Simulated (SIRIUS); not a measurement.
C in SIRIUS: convergence with empty bands

Input of the first run (empty bands 1); the others differ in this setting and in those tied to it:

sirius.json

```json
{
  "control": {
    "processing_unit": "cpu",
    "verbosity": 2,
    "num_bands_to_print": 25,
    "print_forces": true,
    "print_stress": true
  },
  "parameters": {
    "electronic_structure_method": "pseudopotential",
    "xc_functionals": ["XC_GGA_X_PBE", "XC_GGA_C_PBE"],
    "gk_cutoff": 9.1,
    "pw_cutoff": 18.2,
    "ngridk": [6, 6, 2],
    "shiftk": [0, 0, 0],
    "smearing": "gaussian",
    "smearing_width": 0.0018374661,
    "num_bands": 25,
    "num_mag_dims": 0,
    "num_dft_iter": 100,
    "energy_tol": 1e-08,
    "density_tol": 1e-06
  },
  "iterative_solver": {
    "type": "davidson",
    "min_tolerance": 1e-10
  },
  "mixer": {
    "type": "anderson",
    "beta": 0.7,
    "max_history": 8
  },
  "settings": {
    "tol_ne": 1e-10
  },
  "unit_cell": {
    "lattice_vectors": [
      [4.766078258919, 0.0, 0.0],
      [-2.383039129459, 4.127544848677, 0.0],
      [0.0, 0.0, 23.348889078039]
    ],
    "atom_coordinate_units": "lattice",
    "atom_types": ["C"],
    "atom_files": {
      "C": "C.json"
    },
    "atoms": {
      "C": [
        [0.6666666667, 0.3333333333, 0.35417],
        [0.3333333333, 0.6666666667, 0.85417],
        [0.6666666667, 0.3333333333, 0.14583],
        [0.3333333333, 0.6666666667, 0.64583],
        [0.6666666667, 0.3333333333, 0.47917],
        [0.3333333333, 0.6666666667, 0.97917],
        [0.6666666667, 0.3333333333, 0.02083],
        [0.3333333333, 0.6666666667, 0.52083],
        [0.0, 0.0, 0.8125],
        [0.0, 0.0, 0.3125],
        [0.0, 0.0, 0.6875],
        [0.0, 0.0, 0.1875]
      ]
    }
  }
}
```

Potentials or basis: PseudoDojo 0.5 PBE stringent (scalar relativistic).

Command:

```console
$ upf_to_json C.upf
$ OMP_NUM_THREADS=1 sirius.scf --input=sirius.json --output=out.json --task=0
```

This is a hexagonal form of diamond, not graphite.

Hardware: 1 thread of Arm Neoverse V1 (shared host).

| empty bands | energy less the tightest run, at zero smearing (meV/atom) | SCF cycles | CPU time (s) | peak memory (GiB) |
| --- | --- | --- | --- | --- |
| 1 | 0.00 | 21 | 100 | 0.39 |
| 2 | 0.00 | 21 | 110 | 0.39 |
| 3 | 0.00 | 26 | 140 | 0.39 |
| 4 | 0.00 | 21 | 120 | 0.39 |
| 6 | 0.00 | 20 | 120 | 0.4 |
| 10 | 0.00 | 20 | 130 | 0.41 |
| 16 | 0.00 | 18 | 160 | 0.42 |

Against the tightest run, the energy stays within 1 meV/atom from 1 on. The tightest run that finished is the yardstick and may itself not be fully converged.

Caveat, for the tightest run too: the k mesh is coarse (spacing up to 0.48 Å⁻¹), so the values aren't converged.
